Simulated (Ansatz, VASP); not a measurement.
**Zn: VASP beside Ansatz**

File INCAR:

```
SYSTEM = Zn
  PREC = Accurate
  ENCUT = 520
  EDIFF = 1E-7
  ISMEAR = -1
  SIGMA = 0.1
  LREAL = .FALSE.
  LASPH = .TRUE.
  NELM = 100
  ALGO = Normal
  ISIF = 2
  LWAVE = .FALSE.
  LCHARG = .TRUE.
  GGA = B5
  ALDAX = 1.0
  AGGAX = 1.0
  AGGAC = 1.0
  ALDAC = 0.0
  LELF = .TRUE.
  LVHAR = .TRUE.
  NBANDS = 12
```

KPOINTS

```
Automatic mesh
0
G
  15 15 15
  0 0 0
```

POSCAR

```
Zn
1.0
   -1.6320057521      1.6320057521      1.6320057521
    1.6320057521     -1.6320057521      1.6320057521
    1.6320057521      1.6320057521     -1.6320057521
Zn
1
Direct
    0.0000000000      0.0000000000      0.0000000000
```

Input for Ansatz:

```yaml
crystal:
  lattice:
    - [-1.6320057521, 1.6320057521, 1.6320057521]
    - [1.6320057521, -1.6320057521, 1.6320057521]
    - [1.6320057521, 1.6320057521, -1.6320057521]
  atoms:
    - { symbol: Zn, position: [0.0, 0.0, 0.0] }
hamiltonian:
  xc: blyp
  pseudopotentials:
    kind: paw
    azcp:
      Zn: "pseudopotentials/Zn.paw.azcp"
basis:
  ecutwfc: 420
  fft_grid_basis: typed
kpoints:
  mp_grid: { grid: [15, 15, 15], shift: [0, 0, 0] }
magnetization:
  spin_polarized: false
scf:
  occupations: { method: fermi_dirac, width: 0.1 }
  lower_state_search: "off"
output:
  stress: true
  write_density: true
  write_potential: true
  elf: true
  volumetric_format: npy
```

Alike in both runs: task single point; functional BLYP; k mesh 15 × 15 × 15; occupations fermi-dirac, width 0.1 eV; no spin polarisation.

|  | VASP | Ansatz |
| --- | --- | --- |
| version | VASP 6.6.1 | Ansatz 0.2.0 |
| potentials or method | VASP PAW PBE potentials, release 64 (Zn) | plane waves (420 eV) with PAW, scalar-relativistic |
| plane-wave cutoff (eV) | 520 | 420 |
| valence electrons in the cell | 12 | 12 |

|  | VASP | Ansatz | Ansatz less VASP |
| --- | --- | --- | --- |
| pressure (GPa) | 0.2 | 0.1 | -0.14 |

With one functional, cell and mesh, what is left measures potentials, basis and numerics.

Caveats: the PAW data sets were made with another functional, which shifts forces and pressure a little (VASP).
